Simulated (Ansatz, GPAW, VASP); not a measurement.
**TePb: 3 runs at one level of theory**

```
Pb Te
1.0
     0.00000    3.23100    3.23100
     3.23100    0.00000    3.23100
     3.23100    3.23100    0.00000
Pb Te
1 1
Direct
  0.00000 0.00000 0.00000
  0.50000 0.50000 0.50000
```

Alike in all runs: task single point; functional PBE; k mesh 7 × 7 × 7; occupations gaussian, width 0.014 eV; no spin polarisation; no spin-orbit coupling. Pressure is positive in compression and, in plane waves, holds the error of the finite cutoff.

```csv
program and potentials,plane-wave cutoff (eV),notes,pressure (GPa)
"VASP, PBE PAW files Pb_d, Te, 520 eV",520,-,2.05
"GPAW, GPAW PAW data sets (gpaw-data 1.2.1)",600,-,1.83
"Ansatz, all-electron LAPW, scalar-relativistic",-,-,2.12
```

The pressure spans 1.83 (GPAW, GPAW PAW data sets (gpaw-data 1.2.1)) to 2.12 GPa (Ansatz, all-electron LAPW, scalar-relativistic), with all-electron results at 2.12.

Differences between rows come from potentials, basis sets and numerical settings, since the functional is the same but for its coding. Runs on potential files found faulty are left out.

All three runs put rock-salt PbTe under compression at this volume, so PBE would relax the cell to a larger lattice constant. The all-electron value of 2.12 GPa lies close to the 2.05 GPa from VASP, and even the lowest result, 1.83 GPa, keeps the same sign. The outward push therefore probably comes from the functional rather than from the treatment of the cores.

The cell edge is close to the measured room-temperature one, and PBE is known to underbind solids of heavy elements. Its gradient correction tends to favour inhomogeneous densities and so weakens the bonding between large, polarisable ions; missing dispersion attraction between them may contribute as well. Thermal expansion cannot explain the sign, since a static lattice held at a thermally expanded volume would tend to contract.

In the ideal rock-salt structure symmetry removes the forces on the atoms and makes the stress isotropic, so the pressure reflects volume alone. Turning it into an equilibrium lattice constant would also require the compressibility.
